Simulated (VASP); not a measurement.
A run of VASP 6.6.1:

Contents of INCAR:

```
ALGO = Normal
EDIFF = 1E-7
EDIFFG = -0.005
ENCUT = 600
IBRION = 2
ISIF = 3
ISMEAR = 0
LASPH = True
LCHARG = False
LREAL = False
LWAVE = False
NELM = 80
NSW = 90
PREC = Accurate
SIGMA = 0.03
```

KPOINTS

```
k-points
0
Gamma
  8 8 8
```

The input POSCAR:

```
SnSe                                    
1.0
    3.5782819248     -0.0000000000      0.0000000000
   -0.0000000000      3.5782819248     -0.0000000000
   -0.0000000000     -0.0000000000      3.5782819248
  Sn              Se            
     1     1
Direct
     0.5000000000000000    0.5000000000000000    0.5000000000000000
     0.0000000000000000    0.0000000000000000    0.0000000000000000
```

Potentials or basis: VASP PAW LDA potentials, release 64 (Sn_d, Se).

Launch:

```console
$ cat potpaw_LDA.64/Sn_d/POTCAR potpaw_LDA.64/Se/POTCAR > POTCAR
$ mpirun -np 1 vasp_std > vasp.out
```

Hardware: 1 thread of AMD EPYC 7R13 Processor (Zen 3) (shared host).

Estimate the wall time of this run.

Run time: 16 s on 1 thread of AMD EPYC 7R13 Processor (Zen 3), with other jobs on the host, peak memory 0.13 GiB. Counts: scf iterations 12, k points 35, ion steps 1.
